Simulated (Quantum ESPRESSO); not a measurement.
# W (Im-3m) in Quantum ESPRESSO: notebook, part 2 of 2

Quantum ESPRESSO 7.5.

## (3) Single point, LDA, 14.90 Å³/atom

Contents of pw.in:

```
&CONTROL
  calculation = 'scf'
  prefix = 'pwscf'
  outdir = './tmp'
  pseudo_dir = './pseudo'
  tstress = .true.
  disk_io = 'nowf'
/
&SYSTEM
  ibrav = 0
  nat = 1
  ntyp = 1
  ecutwfc = 56
  ecutrho = 448
  nbnd = 13
  occupations = 'smearing'
  smearing = 'fd'
  degauss = 0.00367493
/
&ELECTRONS
  conv_thr = 2d-10
  electron_maxstep = 120
  mixing_beta = 0.5
/
ATOMIC_SPECIES
W    183.8400 w_lda_v1.2.uspp.F.UPF
CELL_PARAMETERS angstrom
  -1.5500431812    1.5500431812    1.5500431812
   1.5500431812   -1.5500431812    1.5500431812
   1.5500431812    1.5500431812   -1.5500431812
ATOMIC_POSITIONS crystal
W      0.0000000000    0.0000000000    0.0000000000
K_POINTS automatic
12 12 12 0 0 0
```

Potentials or basis: GBRV 1.5 LDA.

Started as:

```
$ OMP_NUM_THREADS=1 mpirun -n 2 pw.x -nk 2 -in pw.in > pw.out
```

pw.out:

```text
This program is part of the open-source Quantum ESPRESSO suite
     for quantum simulation of materials; please cite
         "P. Giannozzi et al., J. Phys.:Condens. Matter 21 395502 (2009);
         "P. Giannozzi et al., J. Phys.:Condens. Matter 29 465901 (2017);
         "P. Giannozzi et al., J. Chem. Phys. 152 154105 (2020);
     in publications or presentations arising from this work. More details at

     Message from routine setup:
     using ibrav=0 with symmetry is DISCOURAGED, use correct ibrav instead

     K-points division:     npool     =       2
     Subspace diagonalization in iterative solution of the eigenvalue problem:
     a serial algorithm will be used

     G-vector sticks info
     --------------------
     sticks:   dense  smooth     PW     G-vecs:    dense   smooth      PW
     Sum         861     435    169                15995     5721    1409

     Using Slab Decomposition

     bravais-lattice index     =            0
     lattice parameter (alat)  =       5.0734  a.u.
     unit-cell volume          =     100.5282 (a.u.)^3
     number of atoms/cell      =            1
     number of atomic types    =            1
     number of electrons       =        14.00
     number of Kohn-Sham states=           13
     kinetic-energy cutoff     =      56.0000  Ry
     charge density cutoff     =     448.0000  Ry
     scf convergence threshold =      2.0E-10
     mixing beta               =       0.5000
     number of iterations used =            8  plain     mixing
     Exchange-correlation= SLA  PZ   NOGX NOGC
                           (   1   1   0   0   0   0   0)

     celldm(1)=   5.073449  celldm(2)=   0.000000  celldm(3)=   0.000000
[... 112 lines left out ...]
        k(   72) = (  -0.8660254  -0.8660254  -0.8660254), wk =   0.0011574

     Dense  grid:    15995 G-vectors     FFT dimensions: (  36,  36,  36)

     Smooth grid:     5721 G-vectors     FFT dimensions: (  25,  25,  25)

     Initial potential from superposition of free atoms

     starting charge      13.8997, renormalised to      14.0000

     negative rho (up, down):  6.031E-02 0.000E+00
     Starting wfcs are   13 randomized atomic wfcs

     Self-consistent Calculation

     iteration #  1     ecut=    56.00 Ry     beta= 0.50
     Davidson diagonalization with overlap
     ethr =  1.00E-02,  avg # of iterations =  3.5

     Threshold (ethr) on eigenvalues was too large:
     Diagonalizing with lowered threshold

     Davidson diagonalization with overlap
     ethr =  3.39E-04,  avg # of iterations =  1.1

     negative rho (up, down):  6.233E-02 0.000E+00
[... 58 lines left out ...]
     iteration #  8     ecut=    56.00 Ry     beta= 0.50
     Davidson diagonalization with overlap
     ethr =  2.01E-12,  avg # of iterations =  2.6

     negative rho (up, down):  6.498E-02 0.000E+00

     End of self-consistent calculation

          k = 0.0000 0.0000 0.0000 (   683 PWs)   bands (ev):

   -50.1257 -13.5744 -13.5744 -13.5744  14.0014  22.5925  22.5925  22.5925
    26.2914  26.2914  38.6812  38.6812  38.6812
[... 353 lines left out ...]
   -49.8188 -14.6722 -14.6722 -14.6722  17.5928  17.5928  29.5747  29.5747
    29.5747  32.7831  32.7831  32.7831  41.1721

     the Fermi energy is    23.9617 ev

!    total energy              =    -159.23503991 Ry
     estimated scf accuracy    <          8.7E-11 Ry
     smearing contrib. (-TS)   =      -0.00036170 Ry
     internal energy E=F+TS    =    -159.23467821 Ry

     The total energy is F=E-TS. E is the sum of the following terms:
     one-electron contribution =     -11.19013345 Ry
     hartree contribution      =      14.86834409 Ry
     xc contribution           =     -41.15606030 Ry
     ewald contribution        =    -121.75682854 Ry

     convergence has been achieved in   8 iterations

     Computing stress (Cartesian axis) and pressure

     negative rho (up, down):  6.498E-02 0.000E+00
          total   stress  (Ry/bohr**3)                   (kbar)     P=      123.88
   0.00084210   0.00000000   0.00000000          123.88        0.00        0.00
   0.00000000   0.00084210   0.00000000            0.00      123.88        0.00
   0.00000000   0.00000000   0.00084210            0.00        0.00      123.88

=------------------------------------------------------------------------------=
   JOB DONE.
=------------------------------------------------------------------------------=
```

Run time: 8.5 s. Hardware: 2 MPI ranks of Intel Xeon Platinum 8259CL at 2.50GHz (Skylake/Cascade Lake), shared host; peak memory 0.22 GiB.

Results:

```yaml
Free_energy: -2166.5031 eV
Pressure: 12.4 GPa
Band_gap_on_the_k_mesh: none (metal or under the smearing width)
```

## (4) Single point, LDA, 15.21 Å³/atom

Changes to pw.in since step 3:

```diff
@@ -27,5 +27,5 @@
 CELL_PARAMETERS angstrom
-  -1.5500431812    1.5500431812    1.5500431812
-   1.5500431812   -1.5500431812    1.5500431812
-   1.5500431812    1.5500431812   -1.5500431812
+  -1.5609593379    1.5609593379    1.5609593379
+   1.5609593379   -1.5609593379    1.5609593379
+   1.5609593379    1.5609593379   -1.5609593379
 ATOMIC_POSITIONS crystal
```

Started as:

```
$ OMP_NUM_THREADS=1 mpirun -n 2 pw.x -nk 2 -in pw.in > pw.out
```

Run time: 9.6 s. Hardware: 2 MPI ranks of Intel Xeon Platinum 8259CL at 2.50GHz (Skylake/Cascade Lake), shared host; peak memory 0.22 GiB.

Results (log left out):

- Free energy: -2166.5201 eV
- Pressure: 4.8 GPa
- Band gap on the k mesh: none (metal or under the smearing width)

## (5) Single point, LDA, 15.53 Å³/atom

Changes to pw.in since step 4:

```diff
@@ -27,5 +27,5 @@
 CELL_PARAMETERS angstrom
-  -1.5609593379    1.5609593379    1.5609593379
-   1.5609593379   -1.5609593379    1.5609593379
-   1.5609593379    1.5609593379   -1.5609593379
+  -1.5717249149    1.5717249149    1.5717249149
+   1.5717249149   -1.5717249149    1.5717249149
+   1.5717249149    1.5717249149   -1.5717249149
 ATOMIC_POSITIONS crystal
```

Started as:

```
$ OMP_NUM_THREADS=1 mpirun -n 2 pw.x -nk 2 -in pw.in > pw.out
```

Wall time 9.9 s (2 MPI ranks of Intel Xeon Platinum 8259CL at 2.50GHz (Skylake/Cascade Lake), shared host); peak memory 0.22 GiB.

Results (log left out):

```
Free energy            : -2166.5227 eV
Pressure               : -2.1 GPa
Band gap on the k mesh : none (metal or under the smearing width)
```

## (6) Single point, LDA, 15.85 Å³/atom

Changes to pw.in since step 5:

```diff
@@ -27,5 +27,5 @@
 CELL_PARAMETERS angstrom
-  -1.5717249149    1.5717249149    1.5717249149
-   1.5717249149   -1.5717249149    1.5717249149
-   1.5717249149    1.5717249149   -1.5717249149
+  -1.5823450000    1.5823450000    1.5823450000
+   1.5823450000   -1.5823450000    1.5823450000
+   1.5823450000    1.5823450000   -1.5823450000
 ATOMIC_POSITIONS crystal
```

Potentials or basis: GBRV 1.5 LDA.

Started as:

```
$ OMP_NUM_THREADS=1 mpirun -n 2 pw.x -nk 2 -in pw.in > pw.out
```

It took 9.4 s on 2 MPI ranks of Intel Xeon Platinum 8259CL at 2.50GHz (Skylake/Cascade Lake), shared host; peak memory 0.22 GiB.

Results (log left out):

| Item | Value |
| --- | --- |
| Free energy | -2166.5124 eV |
| Pressure | -8.4 GPa |
| Band gap on the k mesh | none (metal or under the smearing width) |

## (7) Single point, LDA, 16.16 Å³/atom

Changes to pw.in since step 6:

```diff
@@ -27,5 +27,5 @@
 CELL_PARAMETERS angstrom
-  -1.5823450000    1.5823450000    1.5823450000
-   1.5823450000   -1.5823450000    1.5823450000
-   1.5823450000    1.5823450000   -1.5823450000
+  -1.5928244114    1.5928244114    1.5928244114
+   1.5928244114   -1.5928244114    1.5928244114
+   1.5928244114    1.5928244114   -1.5928244114
 ATOMIC_POSITIONS crystal
```

Started as:

```
$ OMP_NUM_THREADS=1 mpirun -n 2 pw.x -nk 2 -in pw.in > pw.out
```

Run time: 11 s. Hardware: 2 MPI ranks of Intel Xeon Platinum 8259CL at 2.50GHz (Skylake/Cascade Lake), shared host; peak memory 0.22 GiB.

Results (log left out):

```yaml
Free_energy: -2166.4903 eV
Pressure: -14.0 GPa
Band_gap_on_the_k_mesh: none (metal or under the smearing width)
```

## (8) Single point, LDA, 16.48 Å³/atom

Changes to pw.in since step 7:

```diff
@@ -27,5 +27,5 @@
 CELL_PARAMETERS angstrom
-  -1.5928244114    1.5928244114    1.5928244114
-   1.5928244114   -1.5928244114    1.5928244114
-   1.5928244114    1.5928244114   -1.5928244114
+  -1.6031677168    1.6031677168    1.6031677168
+   1.6031677168   -1.6031677168    1.6031677168
+   1.6031677168    1.6031677168   -1.6031677168
 ATOMIC_POSITIONS crystal
```

Started as:

```
$ OMP_NUM_THREADS=1 mpirun -n 2 pw.x -nk 2 -in pw.in > pw.out
```

It took 11 s on 2 MPI ranks of Intel Xeon Platinum 8259CL at 2.50GHz (Skylake/Cascade Lake), shared host; peak memory 0.24 GiB.

It converged, with:

```
Free energy            : -2166.4576 eV
Pressure               : -19.1 GPa
Band gap on the k mesh : none (metal or under the smearing width)
```

## (9) Single point, LDA, 16.80 Å³/atom

Changes to pw.in since step 8:

```diff
@@ -27,5 +27,5 @@
 CELL_PARAMETERS angstrom
-  -1.6031677168    1.6031677168    1.6031677168
-   1.6031677168   -1.6031677168    1.6031677168
-   1.6031677168    1.6031677168   -1.6031677168
+  -1.6133792515    1.6133792515    1.6133792515
+   1.6133792515   -1.6133792515    1.6133792515
+   1.6133792515    1.6133792515   -1.6133792515
 ATOMIC_POSITIONS crystal
```

Potentials or basis: GBRV 1.5 LDA.

Started as:

```
$ OMP_NUM_THREADS=1 mpirun -n 2 pw.x -nk 2 -in pw.in > pw.out
```

Run time: 9.8 s. Hardware: 2 MPI ranks of Intel Xeon Platinum 8259CL at 2.50GHz (Skylake/Cascade Lake), shared host; peak memory 0.24 GiB.

Results (log left out):

| Property | Result |
| --- | --- |
| Free energy | -2166.4154 eV |
| Pressure | -23.7 GPa |
| Band gap on the k mesh | none (metal or under the smearing width) |

## (10) Equation of state, LDA

This step only gathers the single runs of the series.

Results:

```
Equilibrium volume                      : 15.43 Å³/atom
Bulk modulus                            : 329 GPa
Pressure derivative of the bulk modulus : 3.9
```

Energy against volume, from the lowest point:
| volume (Å³/atom) | energy (meV/atom) |
| --- | --- |
| 14.897 | 19.59 |
| 15.214 | 2.61 |
| 15.531 | 0.00 |
| 15.848 | 10.27 |
| 16.165 | 32.38 |
| 16.482 | 65.03 |
| 16.798 | 107.28 |

## (11) The reference run

An earlier run on the cell as given: functional PBEsol; potentials or basis GBRV 1.5 PBEsol; cutoff 762 eV; density cutoff 6095 eV; k mesh 12 × 12 × 12; occupations fermi-dirac, width 0.05 eV; no spin polarisation.

* Pressure: -2.7 GPa
* Band gap on the k mesh: none (metal or under the smearing width)

## (12) The runs side by side

```tsv
task	level	potentials or basis	form of the LDA correlation	gap on the mesh (eV)	pressure (GPa)
band structure	PBEsol	GBRV 1.5 PBEsol	-	none	-2.7
equation of state	LDA	GBRV 1.5 LDA	PZ81	-	-
single point	PBEsol	GBRV 1.5 PBEsol	-	none	-2.7
```

Alike in all rows: no spin polarisation; cell as given; k mesh 12 × 12 × 12; cutoff (eV) 762; smearing fermi-dirac 0.05 eV.

Caveats: spin-orbit coupling is left out, which moves the levels of the heavy elements (some runs).

Absolute energies hang on the potentials; compare differences alone.
